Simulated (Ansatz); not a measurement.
## Stationary points along a deformation path in WS2

The calculation used DFT PBEsol+D3(BJ), scalar-relativistic, plane waves, PAW (Ansatz 0.2.0). Settings: plane waves to 420 eV, k-mesh 12×12×12 (Γ-centred), Gaussian smearing 0.05 eV. Spin–orbit coupling is left out, which matters for the heavy elements here. No spin polarisation. Energies are free energies at this smearing, counted from the undisturbed cell; pressure is positive in compression.

The starting cell (relaxed at this level; this form isn't the usual structure):

```
CELL_PARAMETERS angstrom
1.56020 0.90078 5.84139
-1.56020 0.90078 5.84139
0.00000 -1.80156 5.84139
ATOMIC_POSITIONS crystal
W 0.99936 0.99936 0.99936
S 0.75549 0.75549 0.75549
S 0.57645 0.57645 0.57645
```

At fixed volume and fractional coordinates, lengths along (0.000, 0.000, 1.000) are scaled against those across it; ρ is that ratio over its starting value. V = 16.419 Å³/atom. Δσ is the stress along the axis less the mean stress across it (compression positive).

| ρ | ΔE (meV/atom) | Δσ (GPa) | space group |
| --- | --- | --- | --- |
| 0.800 | 316.3 | 38.31 | R3m |
| 0.850 | 174.1 | 30.03 | R3m |
| 0.920 | 47.9 | 16.52 | R3m |
| 0.960 | 11.6 | 8.29 | R3m |
| 1.000 | 0.0 | -0.01 | R3m |
| 1.050 | 17.2 | -10.39 | R3m |
| 1.100 | 66.6 | -20.81 | R3m |
| 1.200 | 251.4 | -41.65 | R3m |
| 1.300 | 532.2 | -59.88 | R3m |

Question: How does the stress give the slope of the energy, and where is the energy stationary?

Answer: Along the path d ln(length) is 2/3 d ln ρ on the axis and −1/3 d ln ρ across it, so dE/d ln ρ = −(2/3) V Δσ: the energy falls with ρ where Δσ is positive. Δσ vanishes or changes sign at ρ = 1.000 (R3m), a minimum at 0.0 meV/atom. Pairs of stationary points between two samples would go unseen, and could change a minimum read from distant neighbours into a maximum.

Question: Integrate that slope from ρ = 1 to 0.850 by the trapezoid rule.

Answer: With V/N in Å³ and 1 eV/Å³ = 160.2 GPa the slopes at ρ = 1.000, 0.960, 0.920, 0.850 are 1, -567, -1128, -2052 meV/atom per unit of ln ρ. The steps add 11.5 + 36.1 + 125.8 = 173.4 meV/atom, against 174.1 from the energies; the trapezoid rule misses the curvature of the slope within each step.

Forces appear on the atoms along this scan, and letting them relax would lower the energy and soften the response. The gap closes along the scan, which can put kinks into the curve.

Cost: 9 runs of about 2.6 core-minutes in all, on AMD EPYC 7R43 (Zen 3) (shared hosts).